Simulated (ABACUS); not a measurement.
TiTe2 in ABACUS: the effect of dispersion

The system is TiTe2.

```xyz
3
Lattice="3.7770 0.0000 0.0000 -1.8885 3.2710 0.0000 0.0000 0.0000 6.4980" Properties=species:S:1:pos:R:3 pbc="T T T"
Te    0.0000    2.1807    4.7903
Te    1.8885    1.0903    1.7077
Ti    0.0000    0.0000    0.0000
```

Alike in all runs:

| Quantity | Value |
| --- | --- |
| Program | ABACUS 3.10.1 |
| Task | relaxation of cell and atoms |
| Functional | PBE |
| Potentials or basis | PseudoDojo NC SR 0.4.1 PBE standard |
| Cutoff | 1361 eV |
| Density cutoff | 5442 eV |
| Basis | DZP LCAO (the cutoffs set its grid) |
| k mesh | 6 × 6 × 3 |
| Occupations | fermi-dirac, width 0.05 eV |
| Spin | no spin polarisation |
| Target pressure | 5 GPa |

Each run relaxes the cell or the atoms first.

```csv
dispersion,relaxed volume (Å³/atom)
none,25.18
D2,25.02
D3,?
D3(BJ),23.83
D3(BJ)+ABC,23.98
```

Problem. What does the run with dispersion D3 give?

Solution. Relaxed volume 24.52 Å³/atom.

Caveats: the atomic orbitals were generated for these runs and aren't a published set; the basis of atomic orbitals isn't converged, which shifts pressures, moduli and gaps; this functional lacks dispersion, which binds the layers, so the pressure and a relaxed spacing across them are unreliable (some runs).
